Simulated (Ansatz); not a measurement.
# MgO, space group P-6m2: an equation of state with a fit

With Ansatz 0.2.0 through its Python package.

Run as a notebook:

In [1]:
```python
import warnings

import ansatz
from ase.eos import EquationOfState
from ase.units import GPa
import numpy as np
```

In [2]:
```python
vectors0 = np.array([
    [2.938021, 0.0, 0.0],
    [-1.46901, 2.544401, 0.0],
    [0.0, 0.0, 2.67968],
])
sites = [
    ("Mg", [0.0, 0.0, 0.0]),
    ("O", [1 / 3, 2 / 3, 0.5]),
]


def crystal_on(cell):
    crystal = ansatz.Crystal(lattice=ansatz.Lattice.of(cell))
    for symbol, position in sites:
        crystal = crystal.atom(symbol, position)
    return crystal
```

In [3]:
```python
warnings.simplefilter("ignore", ansatz.DeckWarning)
```

In [4]:
```python
# uniform scaling of the cell
volumes, energies, pressures = [], [], []
for scale in np.linspace(0.95, 1.07, 5):
    cell = vectors0 * scale ** (1 / 3)
    model = (
        crystal_on(cell).calculation()
        .scf(extra_bands=2, lower_state_search="standard", self_checks="low")
        .basis(24 * ansatz.Ha, xc_grid=2)
        .functional("PBEsol")
        .mixing("broyden", ndim=12, beta=0.2)
        .occupations(ansatz.OccupationsMethod.FIXED)
        .kpoints(7, 7, 6)
        .stress()
    )
    data = model.run(threads=1, backend="cpu").report
    volumes.append(abs(np.linalg.det(cell)) / len(sites))
    energies.append(data["free_energy_ev"] / len(sites))
    pressures.append(np.trace(data["stress_gpa"]) / 3)
    print(f"V = {volumes[-1]:8.4f} A^3/atom  F = {energies[-1]:.5f} eV/atom  P = {pressures[-1]:8.3f} GPa")
```
```text
V =   9.5152 A^3/atom  F = -1237.59430 eV/atom  P =    3.570 GPa
V =   9.8157 A^3/atom  F = -1237.59649 eV/atom  P =   -1.112 GPa
V =  10.1161 A^3/atom  F = -1237.59056 eV/atom  P =   -5.113 GPa
V =  10.4166 A^3/atom  F = -1237.57768 eV/atom  P =   -8.534 GPa
V =  10.7171 A^3/atom  F = -1237.55885 eV/atom  P =  -11.461 GPa
```

In [5]:
```python
eos = EquationOfState(volumes, energies, eos="murnaghan")
v0, e0, bulk = eos.fit()
print(f"V0 = {v0:.4f} A^3/atom, E0 = {e0:.5f} eV/atom, B = {bulk / GPa:.1f} GPa")
```
```text
V0 = 9.7397 A^3/atom, E0 = -1237.59676 eV/atom, B = 146.0 GPa
```

A third-order Birch-Murnaghan fit through the 5 points has its minimum at 9.74 Å³ an atom, 2.8 % below the typed cell, with a bulk modulus of 146 GPa and dB/dP = 4.1. From that minimum the energy rises by 2.5 meV an atom on the compressed side and 37.9 meV on the expanded side. The window is off centre, so dB/dP is rough.

What to keep in mind:
- The settings weren't tested for convergence.
- Shape and fractional positions are held along the curve, so the bulk modulus is an upper value where they are free to relax.
- Pressure is positive in compression.
- This cell is a computed structure, which may not be the phase found in nature.
- Wall time of the script: 8 s on 1 thread of Arm Neoverse V1, with other jobs on the host, peak memory 0.33 GiB.

(Lines on the test bed's own set-up are left out of the output.)
